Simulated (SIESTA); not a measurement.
Write the native input for SIESTA 5.4.2 that does the following.

- Task: band structure
- Functional: PBEsol
- Potentials or basis: PseudoDojo 0.4 standard (PBEsol files)
- Basis: DZP (energy shift 0.003 Ry; two zetas on semicore shells)
- Grid cutoff: 800 Ry
- Energy shift: 0.003 Ry
- k mesh: 11 × 11 × 6
- Occupations: fermi-dirac, width 0.05 eV
- Spin: no spin polarisation

Crystal: Ru.

```xyz
2
Lattice="2.7058 0.0000 0.0000 -1.3529 2.3433 0.0000 0.0000 0.0000 4.2819" Properties=species:S:1:pos:R:3 pbc="T T T"
Ru    1.3529    0.7811    3.2114
Ru    0.0000    1.5622    1.0705
```

One way to write it, as run:

Ru.fdf

```
SystemName                      Ruthenium
SystemLabel                     Ru
NumberOfSpecies                 1
NumberOfAtoms                   2
%block ChemicalSpeciesLabel
  1  44 Ru
%endblock ChemicalSpeciesLabel

LatticeConstant                 1.0 Ang
%block LatticeVectors
     2.7058000000     0.0000000000     0.0000000000
    -1.3529000000     2.3432915376     0.0000000000
     0.0000000000     0.0000000000     4.2819000000
%endblock LatticeVectors
AtomicCoordinatesFormat         Fractional
%block AtomicCoordinatesAndAtomicSpecies
     0.6666666667     0.3333333333     0.7500000000  1  Ru
     0.3333333333     0.6666666667     0.2500000000  1  Ru
%endblock AtomicCoordinatesAndAtomicSpecies

%block kgrid.MonkhorstPack
   11   0   0  0.0
    0  11   0  0.0
    0   0   6  0.0
%endblock kgrid.MonkhorstPack
XC.Functional                   GGA
XC.Authors                      PBEsol
PAO.BasisSize                   DZP
PAO.EnergyShift                 0.003 Ry
Mesh.Cutoff                     800 Ry
OccupationFunction              FD
ElectronicTemperature           0.05 eV
MaxSCFIterations                120
SCF.MustConverge                false
SCF.Mixer.Method                Pulay
SCF.Mixer.Weight                0.25
SCF.Mixer.History               8
SCF.DM.Tolerance                5.0e-05
SCF.H.Tolerance                 1.0e-03 eV
WriteForces                     true
Charge.Mulliken                 end
BandLinesScale                  ReciprocalLatticeVectors
%block BandLines
    1    0.000000   0.000000   0.000000  \Gamma
   11    0.500000   0.000000   0.000000  M
    6    0.333333   0.333333   0.000000  K
   13    0.000000   0.000000   0.000000  \Gamma
    6    0.000000   0.000000   0.500000  A
   11    0.500000   0.000000   0.500000  L
    6    0.333333   0.333333   0.500000  H
   13    0.000000   0.000000   0.500000  A
    1    0.500000   0.000000   0.500000  L
    6    0.500000   0.000000   0.000000  M
    1    0.333333   0.333333   0.000000  K
    6    0.333333   0.333333   0.500000  H
%endblock BandLines
%block PAO.Basis
  Ru 5
  n=4 0 2
    3.003 0.000
  n=5 0 2
    8.548 0.000
  n=4 1 2
    3.442 0.000
  n=5 1 1
    8.548
  n=4 2 2
    5.925 0.000
%endblock PAO.Basis
```

Potentials or basis: PseudoDojo 0.4 standard (PBEsol files), DZP (energy shift 0.003 Ry; two zetas on semicore shells).

Run with:

```bash
$ siesta Ru.fdf > Ru.out 2>&1
```

Results of the run:

```json
{
 "Pressure": "-2.5 GPa",
 "Band gap on the k mesh": "none (metal or under the smearing width)"
}
```

Caveat: the basis of atomic orbitals isn't converged, which shifts pressures, moduli and gaps.

Run time: 59 s on 1 thread of Arm Neoverse V2, on a shared host, peak memory 0.3 GiB.
